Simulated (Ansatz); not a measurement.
How stiff is this cell of IrO2?

Cell: a COD entry, its atoms then relaxed with PBE in this cell.

```
Ir O
1.0
     4.49900    0.00000    0.00000
     0.00000    4.49900    0.00000
     0.00000    0.00000    3.14600
Ir O
2 4
Direct
  0.00000 0.00000 0.00000
  0.50000 0.50000 0.50000
  0.30792 0.30792 0.00000
  0.19208 0.80792 0.50000
  0.69208 0.69208 0.00000
  0.80792 0.19208 0.50000
```

Atoms are numbered from 1 in the order listed; like atoms form one site, named after its first atom.

The numbers come from a DFT calculation in Ansatz (PBE, plane waves and PAW, scalar-relativistic, collinear spin, 420 eV cutoff, Γ-centred 10×10×15 k-points, Fermi–Dirac smearing 0.05 eV). Start moments as typed (μB): 1 on each Ir, none on the rest.

The cell is stretched along z (the third Cartesian axis of the run's cell), x and y held, and the ions relax again each time. Tension counts as positive.

| strain along z (%) | stress along z (GPa) | stress along x (GPa) |
| --- | --- | --- |
| -3 | -29.8 | -13.9 |
| -2 | ? | ? |
| -1 | -16.1 | -8.5 |
| 0 | -9.5 | -6.1 |
| +1 | -3.1 | -4.0 |
| +2 | 3.1 | -2.1 |
| +3 | 9.0 | -0.3 |

Problem. Estimate the row at -2 % from the others.

Solution. stress along z (GPa): -22.9; stress along x (GPa): -11.0. Worked: parabolas through the other 6 rows give -22.8 and -11.1 GPa at -2 %. Their slopes at zero strain are 648 GPa (the stiffness along z) and 225 GPa (the coupling of z to x). They hold at this cell, where the calculated pressure is 7.2 GPa, and with no gap in the run.

All values belong to this cell and structure model. The start moments die out, and the run ends without spin.
